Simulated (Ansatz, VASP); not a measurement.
## RbBr: VASP beside Ansatz

```
CELL_PARAMETERS angstrom
0.00000 3.46083 3.46083
3.56396 0.00000 3.46083
3.56396 3.46083 0.00000
ATOMIC_POSITIONS crystal
Rb 0.00000 0.00000 0.00000
Br 0.50000 0.50000 0.50000
```

Change from the starting cell: uniaxial_x strain +3.0%.

Alike in both runs: task single point; functional r2SCAN; k mesh 6 × 6 × 6; no spin polarisation.

```csv
,VASP,Ansatz
version,VASP 6.6.1,Ansatz 0.2.0
potentials or method,"VASP PAW PBE potentials, release 64 (Rb_sv, Br)","plane waves, PAW"
plane-wave cutoff (eV),520,500
occupations,"gaussian, width 0.01 eV",fixed
valence electrons in the cell,16,16
```

|  | VASP | Ansatz | Ansatz less VASP |
| --- | --- | --- | --- |
| gap on the k mesh at the Fermi level (eV) | 4.81 | 4.81 | 0.000 |
| pressure (GPa) | -0.3 | -0.3 | -0.02 |
| largest component of the traceless stress (GPa) | 0.49 | 0.48 | -0.004 |

Caveats: the PAW data sets were made with another functional, which shifts forces and pressure a little (VASP).
